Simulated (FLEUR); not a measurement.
WS2 (Tungstenite):

```
CELL_PARAMETERS angstrom
3.18000 0.00000 0.00000
-1.59000 2.75396 0.00000
0.00000 0.00000 12.50000
ATOMIC_POSITIONS crystal
W 0.66667 0.33333 0.75000
W 0.33333 0.66667 0.25000
S 0.66667 0.33333 0.37500
S 0.33333 0.66667 0.87500
S 0.66667 0.33333 0.12500
S 0.33333 0.66667 0.62500
```

Base run:

```yaml
Program: FLEUR MaX-R8.1 (later development tree)
Functional: r2SCAN
Potentials_or_basis: all-electron
Basis: FLAPW
Kmax: 5.57 1/bohr
k_mesh: 10 × 10 × 3
Occupations: fermi-dirac, width 0.05 eV
Spin: no spin polarisation
```

Its results: band gap on the k mesh 1.23 eV, indirect (least direct gap 2.21 eV).

Question: The run is repeated on the same cell with these changes: functional from r2SCAN to PBEsol. What comes out?

Answer: Band gap on the k mesh 1.07 eV, indirect (least direct gap 2.08 eV).

r2SCAN gives the wider gap, since meta-GGAs in the generalised Kohn-Sham scheme recover part of the derivative discontinuity.

Caveats: spin-orbit coupling is left out, which moves the levels of the heavy elements; the meta-GGA is that of a development version, with a GGA for the radial functions and cores and without core tails (some runs).

A k mesh can miss the band edges.

Not every run made on this cell is shown here.
